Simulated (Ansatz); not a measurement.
Runs of Ansatz 0.2.0 on TiO. It takes space group P-62m (No. 189, hexagonal). Conventional cell: a = 4.989 Å, b = 4.989 Å, c = 2.873 Å, α = 90.00°, β = 90.00°, γ = 120.00°. Around Ti (site symmetry -62m) lie 3 O at 1.97 Å. Ti (site symmetry -6) is surrounded by 6 O at 2.10 Å. O (site symmetry m2m) is surrounded by 5 Ti at 1.97 to 2.10 Å. The cell comes from a database or a generator and needn't be the stable form of this composition.

| level | gap on the mesh (eV) | pressure (GPa) | relaxed volume (Å³/atom) |
| --- | --- | --- | --- |
| PBEsol+D3(BJ)-ATM | none | 0.0 | 9.87 |
| PBEsol | none | 0.0 | 10.06 |
| PBEsol+D4 | none | 0.0 | (a) |
| PBEsol+D3(BJ) | none | 0.0 | 9.81 |

Alike in all rows: task relaxation of cell and atoms; potentials or basis Ansatz PAW; no spin polarisation; cell relaxed; k mesh 6 × 6 × 9; cutoff (eV) 420; smearing fermi-dirac 0.05 eV.

Q: Fill in the values left out.

A: (a) 9.96.

Caveats: the plane-wave basis is chosen anew once the cell has moved, so the energies of steps on either side of that aren't comparable; semilocal functionals often make such compounds metallic where correlation or magnetic order opens a gap, which also shifts bond lengths; the PAW data sets come from PBE, with cores solved anew for the run's functional, which leaves a small shift of forces and pressure; pairwise dispersion overbinds metals, which lowers pressure and volume (some runs).

A gap of «none» marks a metal or a gap under the smearing width.
